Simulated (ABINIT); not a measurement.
Runs of ABINIT 10.8.3 (patched build) on GaAs. The structure is cubic, space group F-43m (No. 216). Conventional cell: a = 5.654 Å, b = 5.654 Å, c = 5.654 Å, α = 90.00°, β = 90.00°, γ = 90.00°. As (site symmetry -43m) is surrounded by 4 Ga at 2.45 Å. Ga (site symmetry -43m) is surrounded by 4 As at 2.45 Å. 

```tsv
task	level	potentials or basis	k mesh	gap on the mesh (eV)	pressure (GPa)	V0 of scaled cells (Å³/atom)	B0 (GPa)
single point	PBEsol	JTH PAW PBE v2.0	5 × 5 × 5	0.43	0.2	-	-
band structure	WC	JTH PAW PBE v2.0 sp	8 × 8 × 8	0.41	(c)	-	-
band structure	PBE	JTH PAW PBE v2.0 sp	8 × 8 × 8	(d)	3.4	-	-
equation of state	LDA	JTH PAW LDA v2.0 sp	8 × 8 × 8	-	-	22.02	74
band structure	RPBE	JTH PAW PBE v2.0	8 × 8 × 8	0.63	5.2	-	-
equation of state	WC	JTH PAW PBE v2.0 sp	8 × 8 × 8	-	-	22.73	(b)
equation of state	PBE	JTH PAW PBE v2.0 sp	8 × 8 × 8	-	-	23.76	60
band structure	PW91	JTH PAW PBE v2.0	8 × 8 × 8	(a)	3.0	-	-
```

Alike in all rows: no spin polarisation; cell as given; cutoff (eV) 463; smearing fermi-dirac 0.05 eV.

Problem. Fill in the values left out.

Solution. (a) 0.45; (b) 69; (c) 0.3; (d) 0.53.

Caveats: the PAW data sets were made with another functional, which shifts forces and pressure a little (some runs); this set keeps more shells in the core, which shifts pressures and gaps (some runs); pressures at fixed basis lie under the slope of the energies (some runs); an odd mesh through Γ misses points on the zone boundary, where band edges often lie (some runs).

A k mesh can miss the band edges, and the runs leave out spin-orbit coupling on As, Ga.

Not every run made on this cell is shown here.
